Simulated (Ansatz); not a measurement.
# Germanium, diamond under r²SCAN: convergence with the Methfessel-Paxton smearing

A convergence test of the Methfessel-Paxton smearing width. The geometry was relaxed under r²SCAN beforehand and stays fixed; 7 values are run, from 0.01 to 1.0 eV. Wanted are the values from which on the energy stays within 10 and 1 meV/atom, and the pressure within 0.5 GPa, of the narrowest run. Within the series other settings stay, but some runs also write fields, which adds to their time. Spin polarisation is left out.

Computed with Ansatz 0.2.0 (DFT r²SCAN, plane waves with PAW, scalar-relativistic, unless a step says otherwise).

1 further run of the same task is left out (set aside as unsound or not needed).

### Step 1. Starting point

Symmetry: Fd-3m, No. 227, cubic system. Conventional cell: a = 5.672 Å, b = 5.672 Å, c = 5.672 Å, α = 90.00°, β = 90.00°, γ = 90.00°. Ge (site symmetry -43m) is surrounded by 4 Ge at 2.46 Å.

Structure file:

```
Ge
1.0
     0.00000    2.83601    2.83601
     2.83601    0.00000    2.83601
     2.83601    2.83601    0.00000
Ge
2
Direct
  0.50000 0.50000 0.50000
  0.75000 0.75000 0.75000
```

### Step 2. With a width of 0.01 eV

The run at 0.01 eV.

input.yaml reads:

```yaml
crystal:
  lattice:
    - [0.0, 2.8360149687, 2.8360149687]
    - [2.8360149687, 0.0, 2.8360149687]
    - [2.8360149687, 2.8360149687, 0.0]
  atoms:
    - { symbol: Ge, position: [0.5, 0.5, 0.5] }
    - { symbol: Ge, position: [0.75, 0.75, 0.75] }
hamiltonian:
  xc: r2scan
  pseudopotentials:
    kind: paw
    azcp:
      Ge: "pseudopotentials/Ge.paw.azcp"
basis:
  ecutwfc: 500
  fft_grid_basis: typed
kpoints:
  mp_grid: { grid: [10, 10, 10], shift: [0, 0, 0] }
magnetization:
  spin_polarized: false
scf:
  occupations: { method: methfessel_paxton, width: 0.01 }
  lower_state_search: "off"
output:
  stress: true
  write_density: true
  write_potential: true
  elf: true
  volumetric_format: npy
```

Launch:

```bash
> ansatz run input.yaml --threads 2 --pin off --max-ram 5120MiB --backend cpu --events-out ev --progress --plain --runs-dir out
```

### Step 3. With a width of 0.03 eV

The run at 0.03 eV.

input.yaml, as its differences from that of step 2:

```diff
@@ -22,3 +22,3 @@
 scf:
-  occupations: { method: methfessel_paxton, width: 0.01 }
+  occupations: { method: methfessel_paxton, width: 0.03 }
   lower_state_search: "off"
@@ -26,5 +26 @@
   stress: true
-  write_density: true
-  write_potential: true
-  elf: true
-  volumetric_format: npy
```

### Step 4. With a width of 0.1 eV

The run at 0.1 eV.

input.yaml, as its differences from that of step 3:

```diff
@@ -22,3 +22,3 @@
 scf:
-  occupations: { method: methfessel_paxton, width: 0.03 }
+  occupations: { method: methfessel_paxton, width: 0.1 }
   lower_state_search: "off"
@@ -26 +26,5 @@
   stress: true
+  write_density: true
+  write_potential: true
+  elf: true
+  volumetric_format: npy
```

### Step 5. With a width of 0.2 eV

The run at 0.2 eV.

input.yaml, as its differences from that of step 4:

```diff
@@ -22,3 +22,3 @@
 scf:
-  occupations: { method: methfessel_paxton, width: 0.1 }
+  occupations: { method: methfessel_paxton, width: 0.2 }
   lower_state_search: "off"
@@ -26,5 +26 @@
   stress: true
-  write_density: true
-  write_potential: true
-  elf: true
-  volumetric_format: npy
```

### Step 6. With a width of 0.3 eV

The run at 0.3 eV.

input.yaml, as its differences from that of step 5:

```diff
@@ -22,3 +22,3 @@
 scf:
-  occupations: { method: methfessel_paxton, width: 0.2 }
+  occupations: { method: methfessel_paxton, width: 0.3 }
   lower_state_search: "off"
```

### Step 7. With a width of 0.6 eV

The run at 0.6 eV.

input.yaml, as its differences from that of step 6:

```diff
@@ -22,3 +22,3 @@
 scf:
-  occupations: { method: methfessel_paxton, width: 0.3 }
+  occupations: { method: methfessel_paxton, width: 0.6 }
   lower_state_search: "off"
```

### Step 8. With a width of 1.0 eV

The run at 1.0 eV.

input.yaml, as its differences from that of step 7:

```diff
@@ -22,3 +22,3 @@
 scf:
-  occupations: { method: methfessel_paxton, width: 0.6 }
+  occupations: { method: methfessel_paxton, width: 1.0 }
   lower_state_search: "off"
```

(Steps that only read results are left out.)

What does the calculation give?

The runs gave:

| quantity | value |
| --- | --- |
| E(σ → 0) stays within 10 meV/atom of 0.01 eV | up to 1.0 eV |
| E(σ → 0) stays within 1 meV/atom | up to 0.6 eV |
| pressure stays within 0.5 GPa | up to 1.0 eV |
| pressure at 0.01 eV | 0.10 GPa |

In words: At 1.0 eV the energy differs by +1.6 meV/atom and the pressure by -0.1 GPa. The free energy F moves by +13.4 meV/atom over the range, and the estimate for σ → 0 by +1.6. While the width stays far under the gap, it changes nothing.

These are semilocal Kohn-Sham gaps, which aren't the measured quantity. Such gaps usually fall short of the measured ones.
